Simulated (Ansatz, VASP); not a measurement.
# Al: VASP beside Ansatz

Contents of POSCAR:

```
Al
1.0
    0.0000000000      2.8194727963      2.8194727963
    2.8194727963      0.0000000000      2.8194727963
    2.8194727963      2.8194727963      0.0000000000
Al
2
Direct
    0.1250000000      0.1250000000      0.1250000000
    0.8750000000      0.8750000000      0.8750000000
```

The input INCAR.step1:

```
SYSTEM = Al
ALGO = Normal
EDIFF = 1E-4
ENCUT = 600
GGA = PE
ISMEAR = -1
LASPH = .TRUE.
LCHARG = .FALSE.
LREAL = .FALSE.
LWAVE = .TRUE.
NELM = 100
PREC = Accurate
SIGMA = 0.1
```

The input INCAR.step2:

```
SYSTEM = Al
ALGO = Normal
EDIFF = 1E-6
EDIFFG = -0.01
ENCUT = 600
IBRION = 2
ISIF = 3
ISMEAR = -1
ISTART = 1
LASPH = .TRUE.
LCHARG = .FALSE.
LMIXTAU = .TRUE.
LREAL = .FALSE.
LWAVE = .FALSE.
METAGGA = R2SCAN
NELM = 100
NSW = 80
PREC = Accurate
SIGMA = 0.1
```

KPOINTS

```
k-points
0
G
  10 10 10
  0 0 0
```

Input for Ansatz:

```yaml
crystal:
  lattice:
    - [0.0, 2.8194727963, 2.8194727963]
    - [2.8194727963, 0.0, 2.8194727963]
    - [2.8194727963, 2.8194727963, 0.0]
  atoms:
    - { symbol: Al, position: [0.125, 0.125, 0.125] }
    - { symbol: Al, position: [0.875, 0.875, 0.875] }
hamiltonian:
  xc: r2scan
  pseudopotentials:
    kind: paw
    azcp:
      Al: "pseudopotentials/Al.paw.azcp"
basis:
  ecutwfc: 500
  fft_grid_basis: typed
kpoints:
  mp_grid: { grid: [10, 10, 10], shift: [0, 0, 0] }
magnetization:
  spin_polarized: false
scf:
  occupations: { method: fermi_dirac, width: 0.1 }
relax:
  max_steps: 60
  f_tol: 0.01
  cell: {}
```

The cell was built by a generator and needn't be a form met in nature.

Alike in both runs: task relaxation of cell and atoms; functional r2SCAN; k mesh 10 × 10 × 10; occupations fermi-dirac, width 0.1 eV; no spin polarisation.

|  | VASP | Ansatz |
| --- | --- | --- |
| version | VASP 6.6.1 | Ansatz 0.2.0 |
| potentials or method | VASP PAW PBE potentials, release 64 (Al) | plane waves (500 eV) with PAW, scalar-relativistic |
| plane-wave cutoff (eV) | 600 | 500 |
| valence electrons in the cell | 6 | 6 |

Ansatz gave:

| Item | Value |
| --- | --- |
| relaxed volume (Å³/atom) | 27.37 |
| relaxed cell length with the largest relative difference (Å) | 4.262 |
| energy change over the relaxation (meV/atom) | -158 |

Question: Which values does VASP return?

Answer: Relaxed volume (Å³/atom): 27.28; relaxed cell length with the largest relative difference (Å): 4.257; energy change over the relaxation (meV/atom): -153.

Caveats: the volume moved by over 15 % at a fixed basis, so the end points are rough (VASP); the PAW data sets were made with another functional, which shifts forces and pressure a little (VASP).
